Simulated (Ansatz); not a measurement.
# BaO: how the settings move a single-point run

Aim: see which settings change the result for BaO, by how much, and at what cost.

Method: reference: DFT, PBE, all-electron PAW with datasets made for the crystal, scalar-relativistic, in Ansatz 0.2.0.

## 1. The starting structure

Symmetry: Fm-3m, No. 225, cubic system. Conventional cell: a = 5.500 Å, b = 5.500 Å, c = 5.500 Å, α = 90.00°, β = 90.00°, γ = 90.00°. Around Ba (site symmetry m-3m) lie 6 O at 2.75 Å. O (site symmetry m-3m) has 6 Ba at 2.75 Å as nearest neighbours.

Structure file:

```
Ba O
1.0
     0.00000    2.75000    2.75000
     2.75000    0.00000    2.75000
     2.75000    2.75000    0.00000
Ba O
1 1
Direct
  0.00000 0.00000 0.00000
  0.50000 0.50000 0.50000
```

## 2. Baseline

Contents of input.yaml:

```yaml
crystal:
  lattice:
    - [0.0, 2.75, 2.75]
    - [2.75, 0.0, 2.75]
    - [2.75, 2.75, 0.0]
  atoms:
    - { symbol: Ba, position: [0.0, 0.0, 0.0] }
    - { symbol: O, position: [0.5, 0.5, 0.5] }
kpoints:
  mp_grid: { grid: [8, 8, 8] }
  band_path:
    path:
      - [0.0, 0.0, 0.0]
      - [0.5, 0.0, 0.5]
      - [0.625, 0.25, 0.625]
      - [0.375, 0.375, 0.75]
      - [0.0, 0.0, 0.0]
      - [0.5, 0.5, 0.5]
      - [0.5, 0.25, 0.75]
      - [0.5, 0.0, 0.5]
    npoints: 8
scf:
  occupations: { method: fermi_dirac, width: 0.02 }
hamiltonian:
  xc: pbe
  pseudopotentials: { kind: all_electron, datasets: crystal }
output:
  forces: true
  stress: true
  eigenvalues: true
  efg: { contact_densities: true }
```

Run with:

```console
> ansatz run input.yaml --threads 1 --pin off --max-ram 2048MiB --backend cpu --events-out ev --progress --plain --runs-dir out
```

## 3. Changed: n_extra_bands 2

Edit input.yaml of step 2 so:

```diff
@@ -23,2 +23,3 @@
   occupations: { method: fermi_dirac, width: 0.02 }
+  n_extra_bands: 2
 hamiltonian:
```

Q: Predict the outcome of this session. Wanted: for each run, ending; energy change; pressure; gap; force.

As calculated:

| run | ending | energy change | pressure (GPa) | gap (eV) | force (eV/Å) | cycles | time |
| --- | --- | --- | --- | --- | --- | --- | --- |
| reference | converged | 0 | 3.0 | 1.97 | 0.00 | 12 | 15 s |
| 1: n_extra_bands 2 | converged | 0.0 meV/atom | 3.0 | 1.97 | 0.00 | 11 | 17 s |

Residual by cycle in the longest SCF loop of each run; runs are numbered as in the table. The quantity is the density residual dr2, in eV.

| cycle | reference | run 1 |
| --- | --- | --- |
| 1 | 9.01 | 9.12 |
| 2 | 10.2 | 10.5 |
| 3 | 0.25 | 0.224 |
| 4 | 0.818 | 1.36 |
| 5 | 0.0106 | 0.0102 |
| 6 | 0.0158 | 0.0179 |
| 7 | 0.00511 | 0.00611 |
| 8 | 1.2e-5 | 8.2e-5 |
| 9 | 4.6e-6 | 4.2e-6 |
| 10 | 3.5e-6 | 4.3e-6 |
| 11 | 1.9e-7 | 1.6e-8 |
| 12 | 1.5e-8 | - |

**Reading.** With the changed band count the energy agrees within 0.5 meV/atom. Cost: 11 SCF cycles against 12. The gap of the reference lacks spin-orbit coupling, though the cell holds Ba.

The gaps are Kohn-Sham values of a semilocal functional, not quasiparticle or optical gaps. Such gaps usually fall short of the measured ones.
